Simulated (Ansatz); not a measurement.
A run of Ansatz 0.2.0 is set up as follows.

The input input.yaml:

```yaml
crystal:
  lattice:
    - [0.0, 1.78337, 1.78337]
    - [1.78337, 0.0, 1.78337]
    - [1.78337, 1.78337, 0.0]
  atoms:
    - { symbol: C, position: [0.75, 0.75, 0.75] }
    - { symbol: C, position: [0.5, 0.5, 0.5] }
hamiltonian:
  xc: pbesol
  pseudopotentials: { kind: paw }
kpoints:
  mp_grid: { grid: [13, 13, 13] }
scf:
  occupations: { method: gaussian, width: 0.05 }
output:
  forces: true
  stress: true
  eigenvalues: true
```

Potentials or basis: Ansatz PAW.

Command:

```sh
$ ansatz run input.yaml --threads 2 --pin off --max-ram 5632MiB --backend cpu --events-out ev --progress --plain --runs-dir out
```

**Question.** Predict the band gap on the k mesh.

**Answer.** 4.02 eV, indirect (least direct gap 5.54 eV).

**Question.** Estimate the pressure.

**Answer.** -4.8 GPa.

Caveat: odd divisions of the mesh miss points on the zone boundary, where band edges often lie, so the gap on the mesh can be too wide; the pressure holds a Pulay correction of +1.0 GPa for the finite cutoff; the PAW data sets come from PBE, with cores solved anew for the run's functional, which leaves a small shift of forces and pressure. A hybrid or GW would open this gap; PBEsol tends to underestimate it.
